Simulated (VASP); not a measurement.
# BN (Fmm2) in VASP: notebook, part 3 of 3

VASP 6.6.1. Earlier steps stand in the parts before.

## (5) G0W0 quasiparticle levels, PBE

File POSCAR:

```
BN
1.0
    0.0000000000      3.4953158300      2.1660912400
    1.2516321000      0.0000000000      2.1660912400
    1.2516321000      3.4953158300      0.0000000000
N B
1 1
Direct
    0.6666513400      0.6666513400      0.3333486600
    0.0000486500      0.0000486500      0.9999513500
```

File INCAR.step1:

```
ALGO = Fast
EDIFF = 1E-8
ENCUT = 450
GGA = PE
ISMEAR = 0
LASPH = T
LCHARG = F
LREAL = F
LWAVE = T
NELM = 100
PREC = Accurate
SIGMA = 0.01
```

File INCAR.step2:

```
ALGO = Exact
EDIFF = 1E-8
ENCUT = 450
GGA = PE
ISMEAR = 0
ISTART = 1
LASPH = T
LCHARG = F
LOPTICS = T
LREAL = F
LWAVE = T
NBANDS = 227
NELM = 1
PREC = Accurate
SIGMA = 0.01
```

File INCAR.step3:

```
ALGO = EVGW0
EDIFF = 1E-8
ENCUT = 450
ENCUTGW = 300
GGA = PE
ISMEAR = 0
ISTART = 1
LASPH = T
LCHARG = F
LREAL = F
LWAVE = F
NBANDS = 227
NBANDSGW = 12
NELMGW = 1
NOMEGA = 50
PREC = Accurate
PRECFOCK = Fast
SIGMA = 0.01
```

File KPOINTS:

```
k-points
0
Gamma
  6 6 6
```

Potentials or basis: VASP PAW PBE potentials, release 64 (N_GW, B_GW).

Started as:

```
$ cat potpaw_PBE.64/N_GW/POTCAR potpaw_PBE.64/B_GW/POTCAR > POTCAR
$ cp INCAR.step1 INCAR
$ mpirun -np 1 vasp_std > vasp.out
$ cp INCAR.step2 INCAR
$ mpirun -np 1 vasp_std > vasp.out
$ cp INCAR.step3 INCAR
$ mpirun -np 1 vasp_std > vasp.out
```

OUTCAR:

```text
EDIFF = 1E-8
   ENCUT = 450
   ENCUTGW = 300
   GGA = PE
   ISMEAR = 0
   ISTART = 1
   LASPH = T
   LREAL = F
   NELMGW = 1
   PREC = Accurate
   PRECFOCK = Fast

 ion  position               nearest neighbor table
   1  0.667  0.667  0.333-   2 1.44   2 1.44   2 1.44
   2  0.000  0.000  1.000-   1 1.44   1 1.44   1 1.44

  LATTYP: Found a face centered orthorhombic cell.
 ALAT       =     2.5032642000
 B/A-ratio  =     1.7306133647
 C/A-ratio  =     2.7926064137

  Lattice vectors:

 A1 = (   0.0000000000,   3.4953158300,   2.1660912400)
 A2 = (  -1.2516321000,   3.4953158300,   0.0000000000)
 A3 = (  -1.2516321000,   0.0000000000,   2.1660912400)

Analysis of symmetry for initial positions (statically):
=====================================================================
 Subroutine PRICEL returns:
 Original cell was already a primitive cell.

 Routine SETGRP: Setting up the symmetry group for a
 face centered orthorhombic supercell.

 Subroutine GETGRP returns: Found  4 space group operations
 (whereof  4 operations were pure point group operations)
 out of a pool of  8 trial point group operations.

The static configuration has the point symmetry C_2v.

Analysis of symmetry for dynamics (positions and initial velocities):
=====================================================================
 Subroutine PRICEL returns:
 Original cell was already a primitive cell.

[... 122 lines left out ...]
   ISMEAR =     0;   SIGMA  =   0.01  broadening in eV -4-tet -1-fermi 0-gaus
   EFERMI_NEDOS =   21; number of points for ismear=-14 and -15
   IALGO  =     38    algorithm
   IMIX   =      4    mixing-type and parameters
     AMIX     =   0.40;   BMIX     =  1.00
     AMIX_MAG =   1.60;   BMIX_MAG =  1.00
  volume/ion in A,a.u.               =       9.48        63.95
  Fermi-wavevector in a.u.,A,eV,Ry     =   1.228047  2.320672 20.518928  1.508099
  Thomas-Fermi vector in A             =   2.362987
   LORBIT       =      0    0 simple, 1 ext, 2 COOP (PROOUT), +10 PAW based schemes
   GGA     = PE    functional components
   LHFCALC =     T    Hartree Fock is set to
   PRECFOCK=fast      Normal, Fast or Accurate (Low or Medium for compatibility)
   ENCUT4O =  -1.0   cutoff for four orbital integrals eV
   NKREDX  =     1    reduce k-point grid by
   NKREDY  =     1    reduce k-point grid by
   NKREDZ  =     1    reduce k-point grid by
   AEXX    =    1.0000 exact exchange contribution
   HFSCREEN=    0.0000 screening length (either q_TF or 0.3 A-1)
   HFSCREENC=   0.0000 screening length for correlation (either q_TF or 0.3 A-1)
   ENCUTFOCK=  -1.0 apply spherical cutoff to Coloumb kernel
   IVDW    =     0    specifies the selected vdW correction
   LEPSILON=     F    determine dielectric tensor
   LRPA    =     F    only Hartree local field effects (RPA)
   LRPAFORCE           =     F    calculate RPA forces
   ENCUTGW             = 300.0    cutoff for response function in eV
   ENCUTGWSOFT         = 240.0    soft cutoff for Coulomb kernel in GW response function in eV
   ENCUTLF             =  -1.0    cutoff for local field effects
   NELMGW              =     1    number of iterations in solving QP/BSE equation
   NELMHF              =     1    number of iterations in the inner HF iteration
   NKREDLFX            =     1    NKREDLFY  =   1   NKREDLFZ  =   1
 non-spin polarized calculation
 Gauss-broadening in eV      SIGMA  =   0.01
  energy-cutoff  :      450.00
  volume of cell :       18.95
 maximum number of plane-waves:       431
  NGX = 18; NGY = 10; NGZ = 16
   NGX = 15   NGY =  9   NGZ = 13
 maximum number of plane-waves:       232

 QP shifts <psi_nk| G(iteration)W_0 |psi_nk>: iteration 1
 for sc-GW calculations column KS-energies equals QP-energies in previous step
 and V_xc(KS)=  KS-energies - (<T + V_ion + V_H > + <T+V_H+V_ion>^1  + <V_x>^1)

 k-point   1 :       0.0000    0.0000    0.0000
  band No.  KS-energies  QP-energies   sigma(KS)   V_xc(KS)     V^pw_x(r,r')   Z            occupation Imag(sigma)

      1     -15.8569     -18.0696     -19.0203     -15.9915     -26.6569       0.7305       2.0000       1.2815
      2      -2.4619      -3.8735     -16.1034     -14.1869     -19.3695       0.7366       2.0000       0.1677
      3       0.5941      -0.9137     -20.0789     -18.1811     -22.6263       0.7945       2.0000       0.0620
      4       0.6017      -0.9164     -20.1029     -18.1967     -22.6478       0.7964       2.0000       0.0626
      5       6.8796       7.0197      -7.8277      -7.9945      -3.9824       0.8404       0.0000      -0.1061
      6      13.5360      15.0455     -12.3946     -14.2642      -7.2201       0.8074       0.0000      -0.1261
      7      13.5958      15.1132     -12.4521     -14.3359      -7.2565       0.8055       0.0000      -0.1270
      8      15.0021      16.1439     -13.5429     -15.0958      -6.2770       0.7353       0.0000      -0.7006
      9      16.4450      17.3942     -12.6991     -13.9350      -6.5823       0.7680       0.0000      -0.2432
     10      27.6226      28.3331      -9.1174     -10.0112      -2.5866       0.7950       0.0000      -0.9765
     11      28.7939      29.5319      -8.5259      -9.4544      -1.9862       0.7948       0.0000      -0.9434
     12      30.4619      31.3274      -8.9910     -10.0308      -3.2064       0.8324       0.0000      -0.9609
[... 356 lines left out ...]
      1     -13.8457     -16.0397     -19.5863     -16.6531     -26.6716       0.7480       2.0000       1.1015
      2      -4.9863      -6.7856     -18.5839     -16.1670     -22.5525       0.7444       2.0000       0.1771
      3      -1.6530      -3.2751     -19.4543     -17.3673     -22.5266       0.7773       2.0000       0.0824
      4      -0.3517      -1.7013     -16.2893     -14.5285     -18.7601       0.7665       2.0000       0.0938
      5       9.2471      10.0523     -11.2875     -12.3126      -6.5290       0.7856       0.0000      -0.1506
      6      11.1134      11.8054     -10.0567     -10.9200      -5.1232       0.8015       0.0000      -0.1628
      7      13.4743      14.3003     -10.4886     -11.5085      -5.4613       0.8099       0.0000      -0.1744
      8      18.6110      19.3838     -10.2737     -11.2530      -4.4950       0.7891       0.0000      -0.4186
      9      20.6195      22.2831     -13.5299     -15.6621      -6.6040       0.7802       0.0000      -0.4887
     10      22.6921      23.4856      -9.7549     -10.7275      -3.4885       0.8158       0.0000      -0.7022
     11      25.2475      25.9747      -8.4299      -9.2925      -3.1029       0.8431       0.0000      -0.6397
     12      25.6955      26.5575      -9.4980     -10.5463      -3.2099       0.8223       0.0000      -0.8013

 [... further k-points ...]
```

OUTCAR.step1:

```text
EDIFF = 1E-8
   ENCUT = 450
   GGA = PE
   ISMEAR = 0
   LASPH = T
[... 488 lines left out ...]
 -----------------------------------------------------------------------------------
      1.25163      3.49532      2.88806         0.000000      0.000000     -0.008893
      1.25163      3.49532      0.00021         0.000000      0.000000      0.008893
 -----------------------------------------------------------------------------------
    total drift:                                0.000002     -0.000001      0.000066

  FREE ENERGIE OF THE ION-ELECTRON SYSTEM (eV)
  ---------------------------------------------------
  free  energy   TOTEN  =       -17.5902213557 eV

  energy  without entropy=      -17.5902213557  energy(sigma->0) =      -17.59022136
```

Run time: 45 min. Hardware: 1 thread of Intel Xeon Platinum 8375C at 2.90GHz (Ice Lake), shared host; peak memory 0.97 GiB.

What came out:

| Item | Value |
| --- | --- |
| Band gap on the k mesh, mean-field level | 3.85 eV, indirect (least direct gap 4.56 eV) |
| Quasiparticle gap | 5.57 eV |
| Least direct quasiparticle gap | 6.47 eV |

Caveat: the k mesh is coarse (spacing up to 0.51 Å⁻¹), so the values aren't converged; the cutoff is under 1.25 times the usual one of these potentials, so pressure, stress and relaxed cells hold a basis-set (Pulay) error; bands, screening cutoff and mesh are small and nothing is extrapolated, so the quasiparticle values aren't converged.

## (6) Band structure, PBE

File INCAR:

```
SYSTEM = BN
ALGO = Fast
EDIFF = 1E-7
ENCUT = 520
GGA = PE
ISIF = 2
ISMEAR = 0
LASPH = .True.
LCHARG = .False.
LREAL = .False.
LWAVE = .False.
NELM = 100
PREC = Accurate
SIGMA = 0.02
```

File KPOINTS:

```
k-points
0
Gamma
  12 12 12
  0 0 0
```

POSCAR is that of step 5.

File KPOINTS_OPT:

```
path GYTZGXA1Y,TX1,XAZ,LG
20
line-mode
reciprocal
 0.0000000000  0.0000000000  0.0000000000  G
-0.5000000000 -0.5000000000  0.0000000000  Y

-0.5000000000 -0.5000000000  0.0000000000  Y
-1.0000000000 -0.5000000000 -0.5000000000  T

-1.0000000000 -0.5000000000 -0.5000000000  T
-0.5000000000  0.0000000000 -0.5000000000  Z

-0.5000000000  0.0000000000 -0.5000000000  Z
 0.0000000000  0.0000000000  0.0000000000  G

 0.0000000000  0.0000000000  0.0000000000  G
 0.0000000000 -0.3655286517 -0.3655286517  X

 0.0000000000 -0.3655286517 -0.3655286517  X
-0.5000000000 -0.6985850042 -0.1985850042  A1

-0.5000000000 -0.6985850042 -0.1985850042  A1
-0.5000000000 -0.5000000000  0.0000000000  Y

-1.0000000000 -0.5000000000 -0.5000000000  T
-1.0000000000 -0.6344713483 -0.6344713483  X1

 0.0000000000 -0.3655286517 -0.3655286517  X
-0.5000000000 -0.3014149958 -0.8014149958  A

-0.5000000000 -0.3014149958 -0.8014149958  A
-0.5000000000  0.0000000000 -0.5000000000  Z

-0.5000000000 -0.5000000000 -0.5000000000  L
 0.0000000000  0.0000000000  0.0000000000  G
```

Potentials or basis: VASP PAW PBE potentials, release 64 (N, B).

Started as:

```
$ cat potpaw_PBE.64/N/POTCAR potpaw_PBE.64/B/POTCAR > POTCAR
$ mpirun -np 1 vasp_std > vasp.out
```

It took 2.7 min on 1 thread of AMD EPYC, shared host; peak memory 0.16 GiB.

Results (log left out):

```yaml
Free_energy: -17.5868 eV
Pressure: 3.3 GPa
Largest_force: 0.010 eV/Å
Band_gap_on_the_k_mesh: 3.84 eV, indirect (least direct gap 4.55 eV)
Band_gap_along_the_path: 3.78 eV, indirect (least direct gap 4.55 eV)
```

Forces on the atoms (eV/Å):
```
N    0.000  0.000 -0.010
B    0.000  0.000  0.010
```

Stress tensor (GPa, compression positive):
```
4.11 0.00 0.00
0.00 1.59 0.00
0.00 0.00 4.16
```

Levels at the corners of the path, in eV from the valence-band top:
```tsv
point	band 1	band 2	band 3	band 4	band 5	band 6	band 7	band 8
Γ	-17.94	-4.55	-1.49	-1.48	4.79	11.44	11.50	12.90
Y	-14.79	-9.15	-4.28	-0.59	5.70	9.34	12.17	13.64
Y	-14.79	-9.15	-4.28	-0.59	5.70	9.34	12.17	13.64
T	-14.69	-8.96	-4.32	-1.52	3.78	9.83	14.43	18.41
T	-14.69	-8.96	-4.32	-1.52	3.78	9.83	14.43	18.41
Z	-17.74	-6.18	-1.51	-1.48	9.51	11.40	11.46	11.83
Z	-17.74	-6.18	-1.51	-1.48	9.51	11.40	11.46	11.83
Γ	-17.94	-4.55	-1.49	-1.48	4.79	11.44	11.50	12.90
Γ	-17.94	-4.55	-1.49	-1.48	4.79	11.44	11.50	12.90
X	-14.21	-8.21	-6.95	-0.58	4.15	12.27	13.49	17.11
X	-14.21	-8.21	-6.95	-0.58	4.15	12.27	13.49	17.11
A1	-14.26	-8.15	-7.07	-0.47	4.92	12.96	13.61	14.81
A1	-14.26	-8.15	-7.07	-0.47	4.92	12.96	13.61	14.81
Y	-14.79	-9.15	-4.28	-0.59	5.70	9.34	12.17	13.64
T	-14.69	-8.96	-4.32	-1.52	3.78	9.83	14.43	18.41
X1	-14.21	-8.21	-6.95	-0.58	4.15	12.27	13.49	17.11
X	-14.21	-8.21	-6.95	-0.58	4.15	12.27	13.49	17.11
A	-14.26	-8.15	-7.07	-0.47	4.92	12.96	13.61	14.81
A	-14.26	-8.15	-7.07	-0.47	4.92	12.96	13.61	14.81
Z	-17.74	-6.18	-1.51	-1.48	9.51	11.40	11.46	11.83
L	-14.75	-9.06	-4.29	-1.08	4.56	9.75	13.26	15.54
Γ	-17.94	-4.55	-1.49	-1.48	4.79	11.44	11.50	12.90
```

As with any semilocal functional, this PBE gap is likely too small.

## (7) Overview

```csv
task,level,potentials or basis,k mesh,cutoff (eV),smearing,grid for exact exchange (PRECFOCK),screening parameter,GW scheme,GW iterations,cutoff of the response function,mesh quality,gap on the mesh (eV),pressure (GPa),largest force (eV/Å)
band structure,HSE06,"VASP PAW PBE potentials, release 64 (N, B)",8 × 8 × 8,520,gaussian 0.02 eV,Fast,0.2 1/A,-,-,-,not flagged,5.07,-1.3,0.01
G0W0 quasiparticle levels,PBE,"VASP PAW PBE potentials, release 64 (N_GW, B_GW)",8 × 8 × 8,450,gaussian 0.01 eV,-,-,G0W0,1,120,not flagged,-,-,-
band structure,PBE-EpsX,"VASP PAW PBE potentials, release 64 (N, B)",8 × 8 × 8,520,gaussian 0.02 eV,Fast,-,-,-,-,not flagged,5.86,-1.5,0.01
G0W0 quasiparticle levels,PBE,"VASP PAW PBE potentials, release 64 (N_GW, B_GW)",6 × 6 × 6,450,gaussian 0.01 eV,-,-,G0W0,1,300,coarse,-,-,-
band structure,PBE,"VASP PAW PBE potentials, release 64 (N, B)",12 × 12 × 12,520,gaussian 0.02 eV,-,-,-,-,-,not flagged,3.84,3.3,0.01
```

Alike in all rows: no spin polarisation; cell as given.

Caveats: some runs use coarse meshes; the PAW data sets were made with another functional, which shifts forces and pressure a little (some runs); the cutoff is under 1.25 times the usual one of these potentials, so pressure, stress and relaxed cells hold a basis-set (Pulay) error (some runs); bands, screening cutoff and mesh are small and nothing is extrapolated, so the quasiparticle values aren't converged (some runs).

Absolute energies hang on the potentials; compare differences alone.
